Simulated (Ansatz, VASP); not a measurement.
## Two plane-wave programs on MgS

Contents of INCAR:

```
ALGO = Normal
EDIFF = 1E-7
EDIFFG = -0.01
ENCUT = 600
GGA = PE
IBRION = 2
ISIF = 3
ISMEAR = 0
LASPH = T
LCHARG = F
LREAL = F
LWAVE = F
NELM = 100
NSW = 100
PREC = Accurate
SIGMA = 0.02
```

The input KPOINTS:

```
k-points
0
Gamma
  4 4 6
```

The input POSCAR:

```
MgS
1.0
    6.9682964256      0.0000000000      0.0000000000
    0.0000000000      6.9682964256      0.0000000000
    0.0000000000      0.0000000000      3.6924760682
Mg S
4 4
Direct
    0.6644464098      0.6644464098      0.5000000000
    0.1644464098      0.8355535902      0.2500000000
    0.3355535902      0.3355535902      0.0000000000
    0.8355535902      0.1644464098      0.7500000000
    0.8314915043      0.8314915043      0.0000000000
    0.3314915043      0.6685084957      0.7500000000
    0.1685084957      0.1685084957      0.5000000000
    0.6685084957      0.3314915043      0.2500000000
```

Input for Ansatz:

```yaml
crystal:
  lattice:
    - [6.9682964256, 0.0, 0.0]
    - [0.0, 6.9682964256, 0.0]
    - [0.0, 0.0, 3.6924760682]
  atoms:
    - { symbol: Mg, position: [0.6644464098, 0.6644464098, 0.5] }
    - { symbol: Mg, position: [0.1644464098, 0.8355535902, 0.25] }
    - { symbol: Mg, position: [0.3355535902, 0.3355535902, 0.0] }
    - { symbol: Mg, position: [0.8355535902, 0.1644464098, 0.75] }
    - { symbol: S, position: [0.8314915043, 0.8314915043, 0.0] }
    - { symbol: S, position: [0.3314915043, 0.6685084957, 0.75] }
    - { symbol: S, position: [0.1685084957, 0.1685084957, 0.5] }
    - { symbol: S, position: [0.6685084957, 0.3314915043, 0.25] }
basis:
  ecutwfc: 420
kpoints:
  mp_grid: { grid: [4, 4, 6] }
hamiltonian:
  xc: pbe
scf:
  occupations: { method: gaussian, width: 0.02 }
output:
  forces: true
  stress: true
  eigenvalues: true
relax:
  adjacent_minimum: "off"
  f_tol: 0.01
  max_steps: 80
  cell: { stress_tol: 0.05 }
```

Alike in both runs: task relaxation of cell and atoms; functional PBE; k mesh 4 × 4 × 6; occupations gaussian, width 0.02 eV; no spin polarisation.

```csv
,VASP,Ansatz
version,VASP 6.6.1,Ansatz 0.2.0
potentials or method,"VASP PAW PBE potentials, release 64 (Mg, S)","scalar-relativistic, plane waves, PAW"
plane-wave cutoff (eV),600,420
valence electrons in the cell,32,64
```

Ansatz gave:

```
gap on the k mesh at the Fermi level, each at its own relaxed structure (eV) : 2.85
relaxed volume (Å³/atom)                                                     : 22.41
relaxed cell length with the largest relative difference (Å)                 : 6.968
```

Estimate VASP's values.

gap on the k mesh at the Fermi level, each at its own relaxed structure (eV): 2.85; relaxed volume (Å³/atom): 22.35; relaxed cell length with the largest relative difference (Å): 6.960.

The two sets of potentials don't hold the same shells in valence.
